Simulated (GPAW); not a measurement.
Crystal: Ge.

```
Ge
1.0
     3.99759    0.00000    0.00000
    -1.99879    3.46201    0.00000
     0.00000    0.00000    6.59938
Ge
4
Cartesian
  0.0000 2.3080 6.1843
  1.9988 1.1540 2.8846
  0.0000 2.3080 3.7148
  1.9988 1.1540 0.4151
```

This isn't the form of Ge at room conditions, which is diamond.

Base run:

* Program: GPAW 26.7.0
* Functional: r2SCAN
* Potentials or basis: GPAW PAW data sets (gpaw-data 1.2.1)
* Cutoff: 600 eV
* Basis: pw
* k mesh: 6 × 6 × 4
* Occupations: fermi-dirac, width 0.05 eV
* Spin: no spin polarisation

Its results: band gap on the k mesh 0.09 eV, direct.

Q: The run is repeated on the same cell with these changes: functional from r2SCAN to TB-mBJ; potentials or basis from GPAW PAW data sets (gpaw-data 1.2.1) to GPAW PAW data sets for LDA (gpaw-data 1.2.1). What comes out?

A: Band gap on the k mesh 0.46 eV, direct.

Caveats: a model potential gives levels but no total energy (some runs).
